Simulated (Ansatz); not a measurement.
Point defect: Te on a Mo site in Te2Mo

All numbers below come from DFT PBE+D3(BJ), scalar-relativistic, plane waves, PAW (Ansatz 0.2.0). Settings: 420 eV cutoff, 2×2×2 k-mesh, shifted by half a step, Gaussian smearing of 0.01 eV, no spin polarisation.

Host crystal, relaxed:

```
CELL_PARAMETERS angstrom
3.49523 0.00000 0.00000
-1.74761 3.02696 0.00000
0.00000 0.00000 7.62439
ATOMIC_POSITIONS crystal
Te 0.33333 0.66667 0.76141
Te 0.33333 0.66667 0.23859
Mo 0.00000 0.00000 0.00000
```

Supercell of 36 atoms, rows in host cell vectors: -2 0 1; 0 -2 1; 2 2 1. Atoms relax at the host's cell from a start displaced at random by 0.05 Å near the defect, so other minima may exist. The cell is small, so energies carry finite-size errors of tenths of an eV. The host's Kohn–Sham gap is 0.87 eV.

Spin-orbit coupling is left out, which matters for the bands and energies of heavy elements.

Defect: Te on a Mo site, charge 0.

Command:

```bash
ansatz run input.yaml --threads 4 --pin off --max-ram 10240MiB --backend cpu --events-out ev --progress --plain --runs-dir out
```

The input:

```yaml
crystal:
  lattice:
    - [-6.9904569352, -1.0e-10, 7.6243872184]
    - [3.4952284677, -6.05391329, 7.6243872184]
    - [3.4952284676, 6.05391329, 7.6243872184]
  atoms:
    - { symbol: Te, position: [0.7538049116, 0.5871382449, 0.4204715782] }
    - { symbol: Te, position: [0.0871382449, 0.9204715782, 0.7538049116] }
    - { symbol: Te, position: [0.9204715782, 0.2538049116, 0.5871382449] }
    - { symbol: Te, position: [0.4204715782, 0.7538049116, 0.5871382449] }
    - { symbol: Te, position: [0.2538049116, 0.0871382449, 0.4204715782] }
    - { symbol: Te, position: [0.5871382449, 0.4204715782, 0.7538049116] }
    - { symbol: Te, position: [0.9204715782, 0.7538049116, 0.0871382449] }
    - { symbol: Te, position: [0.7481744632, 0.0823717557, 0.9266550791] }
    - { symbol: Te, position: [0.0871382449, 0.4204715782, 0.2538049116] }
    - { symbol: Te, position: [0.2538049116, 0.5871382449, 0.9204715782] }
    - { symbol: Te, position: [0.5984630708, 0.9139938867, 0.2554487627] }
    - { symbol: Te, position: [0.4121260248, 0.2623406491, 0.0932895976] }
    - { symbol: Te, position: [0.5861964603, 0.4081081494, 0.2409402776] }
    - { symbol: Te, position: [0.9128617551, 0.7461950884, 0.5795284218] }
    - { symbol: Te, position: [0.7400739502, 0.0743232188, 0.4153161595] }
    - { symbol: Te, position: [0.2461950884, 0.5795284218, 0.4128617551] }
    - { symbol: Te, position: [0.0795284218, 0.9128617551, 0.2461950884] }
    - { symbol: Te, position: [0.4128617551, 0.2461950884, 0.5795284218] }
    - { symbol: Te, position: [0.7461950884, 0.5795284218, 0.9128617551] }
    - { symbol: Te, position: [0.5795284218, 0.9128617551, 0.7461950884] }
    - { symbol: Te, position: [0.9100078227, 0.24163833, 0.0766589224] }
    - { symbol: Te, position: [0.0795284218, 0.4128617551, 0.7461950884] }
    - { symbol: Te, position: [0.4128617551, 0.7461950884, 0.0795284218] }
    - { symbol: Te, position: [0.2461950884, 0.0795284218, 0.9128617551] }
    - { symbol: Te, position: [0.6687474143, 0.1703292144, 0.1642593363] }
    - { symbol: Mo, position: [0.0, 0.5, 0.5] }
    - { symbol: Mo, position: [0.8333333333, 0.8333333333, 0.3333333333] }
    - { symbol: Mo, position: [0.3333333333, 0.3333333333, 0.3333333333] }
    - { symbol: Mo, position: [0.1666666667, 0.6666666667, 0.1666666667] }
    - { symbol: Mo, position: [0.5, 1.0, 0.5] }
    - { symbol: Mo, position: [0.8333333333, 0.3333333333, 0.8333333333] }
    - { symbol: Mo, position: [0.6666666667, 0.6666666667, 0.6666666667] }
    - { symbol: Mo, position: [0.0, 1.0, 0.0] }
    - { symbol: Mo, position: [0.1666666667, 0.1666666667, 0.6666666667] }
    - { symbol: Mo, position: [0.5, 0.5, 0.0] }
    - { symbol: Mo, position: [0.3333333333, 0.8333333333, 0.8333333333] }
  host:
    lattice:
      - [3.4952284676, 0.0, 0.0]
      - [-1.7476142338, 3.026956645, 0.0]
      - [0.0, 0.0, 7.6243872184]
    atoms:
      - { symbol: Te, position: [0.3333333333, 0.6666666667, 0.7614147347] }
      - { symbol: Te, position: [0.3333333333, 0.6666666667, 0.2385852653] }
      - { symbol: Mo, position: [0.0, 0.0, 0.0] }
basis:
  ecutwfc: 420
  xc_grid: 2
kpoints:
  mp_grid: { grid: [2, 2, 2], shift: [0.5, 0.5, 0.5] }
hamiltonian:
  xc: pbe
  dispersion: d3bj
scf:
  occupations: { method: gaussian, width: 0.01 }
output:
  forces: true
  stress: false
  eigenvalues: true
  charged_corrections:
    defect_position: [0.66666667, 0.16666667, 0.16666667]
    epsilon: [[19.8808, 0.0, 0.0], [0.0, 19.8808, 0.0], [0.0, 0.0, 6.5735]]
  write_density: true
  write_potential: true
  elf: true
  volumetric_format: npy
relax:
  adjacent_minimum: "off"
  f_tol: 0.025
  max_steps: 45
```

From the output:

```
Warning: RAYON_NUM_THREADS=4 ignored (pool sized by the plan → 4); use --threads N
Crystal: 36 atoms, lattice volume = 967.984 Å³
Basis set: ecut = 420 eV, 18919 PW (Γ), exchange–correlation on 144×144×144 points (8 copies of the dense FFT grid, shifted against one another)
Bands: 333, of which v1, the nominal top of the filled ones, is band 277 counted from 1 (276 counted from 0)
Symmetry: 1 space group operations
Space group: P1 (ITA 1), of the structure as read, at distance tolerance 9.9e-5 Å
k-points: 4 of 8 (time reversal used)
relax step   1: F+E_penalty+E_count = -229035.66049931 eV  Δ(F+E_penalty+E_count) = +0.000e0 eV  max|allowed force component| = 2.307e0 eV/Å  Δτ_max = 0.0000 Å
relax step   2: F+E_penalty+E_count = -229037.27991182 eV  Δ(F+E_penalty+E_count) = -1.619e0 eV  max|allowed force component| = 5.625e-1 eV/Å  Δτ_max = 0.1949 Å
relax step   3: F+E_penalty+E_count = -229037.59762792 eV  Δ(F+E_penalty+E_count) = -3.177e-1 eV  max|allowed force component| = 2.183e-1 eV/Å  Δτ_max = 0.1053 Å
relax step   4: F+E_penalty+E_count = -229037.61604731 eV  Δ(F+E_penalty+E_count) = -1.842e-2 eV  max|allowed force component| = 3.706e-1 eV/Å  Δτ_max = 0.1447 Å
relax step   5: F+E_penalty+E_count = -229037.67136134 eV  Δ(F+E_penalty+E_count) = -5.531e-2 eV  max|allowed force component| = 1.964e-1 eV/Å  Δτ_max = 0.0537 Å
relax step   6: F+E_penalty+E_count = -229037.73749742 eV  Δ(F+E_penalty+E_count) = -6.614e-2 eV  max|allowed force component| = 3.082e-1 eV/Å  Δτ_max = 0.2000 Å
relax step   7: F+E_penalty+E_count = -229037.75205192 eV  Δ(F+E_penalty+E_count) = -1.455e-2 eV  max|allowed force component| = 3.457e-1 eV/Å  Δτ_max = 0.1950 Å
relax step   8: F+E_penalty+E_count = -229037.78799279 eV  Δ(F+E_penalty+E_count) = -3.594e-2 eV  max|allowed force component| = 1.704e-1 eV/Å  Δτ_max = 0.0707 Å
relax step   9: F+E_penalty+E_count = -229037.81262282 eV  Δ(F+E_penalty+E_count) = -2.463e-2 eV  max|allowed force component| = 1.495e-1 eV/Å  Δτ_max = 0.2000 Å
relax step  10: F+E_penalty+E_count = -229037.82202398 eV  Δ(F+E_penalty+E_count) = -9.401e-3 eV  max|allowed force component| = 4.503e-2 eV/Å  Δτ_max = 0.0175 Å
relax step  11: F+E_penalty+E_count = -229037.82555635 eV  Δ(F+E_penalty+E_count) = -3.532e-3 eV  max|allowed force component| = 3.376e-2 eV/Å  Δτ_max = 0.0289 Å
relax step  12: F+E_penalty+E_count = -229037.82655626 eV  Δ(F+E_penalty+E_count) = -9.999e-4 eV  max|allowed force component| = 6.007e-2 eV/Å  Δτ_max = 0.0132 Å
relax step  13: F+E_penalty+E_count = -229037.83112266 eV  Δ(F+E_penalty+E_count) = -4.566e-3 eV  max|allowed force component| = 1.273e-1 eV/Å  Δτ_max = 0.0330 Å
relax step  14: F+E_penalty+E_count = -229037.83210222 eV  Δ(F+E_penalty+E_count) = -9.796e-4 eV  max|allowed force component| = 1.407e-1 eV/Å  Δτ_max = 0.0442 Å
relax step  15: F+E_penalty+E_count = -229037.83660190 eV  Δ(F+E_penalty+E_count) = -4.500e-3 eV  max|allowed force component| = 1.326e-1 eV/Å  Δτ_max = 0.0325 Å
relax step  16: F+E_penalty+E_count = -229037.83955383 eV  Δ(F+E_penalty+E_count) = -2.952e-3 eV  max|allowed force component| = 1.916e-2 eV/Å  Δτ_max = 0.0243 Å
relax step  17: F+E_penalty+E_count = -229037.83955599 eV  Δ(F+E_penalty+E_count) = -2.158e-6 eV  max|allowed force component| = 1.904e-2 eV/Å  Δτ_max = 0.0000 Å
SCF converged after 6 iterations
Free energy (F): -229037.839556 eV
E sigma→0 (E₀):  -229037.839556 eV
Fermi energy:    11.525974 eV
```

The relaxation gained 2.18 eV in 17 steps. It took 53 min on 4 threads of AMD EPYC (Zen 3), with other jobs on the host, peak memory 5.6 GiB.